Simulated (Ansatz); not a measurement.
MgS in Ansatz: the effect of functional

The system is MgS.

```
S Mg
1.0
     0.00000    2.81411    2.81411
     2.81411    0.00000    2.81411
     2.81411    2.81411    0.00000
S Mg
1 1
Direct
  0.25000 0.25000 0.25000
  0.00000 0.00000 0.00000
```

The cell comes from a database or a generator and needn't be the stable form of this composition.

The cell isn't the ideal one: volume scaled by 0.98.

Alike in all runs:

- Program: Ansatz 0.2.0
- Task: single point
- Potentials or basis: Ansatz PAW
- k mesh: 8 × 8 × 8
- Occupations: fermi-dirac, width 0.05 eV
- Spin: no spin polarisation

| functional | cutoff | gap on the mesh (eV) | pressure (GPa) |
| --- | --- | --- | --- |
| LDA | 420 eV (not typed: the program's choice for these potentials) | ? | ? |
| PBEsol | 420 eV (not typed: the program's choice for these potentials) | 3.38 | 0.7 |
| r2SCAN | 500 eV (not typed: the program's choice for these potentials) | 4.24 | 1.1 |

Task: What does the run with functional LDA give?

Result: gap on the mesh 3.27 eV; pressure -1.1 GPa.

Caveats: the PAW data sets come from PBE, with cores solved anew for the run's functional, which leaves a small shift of forces and pressure.

A k mesh can miss the band edges.
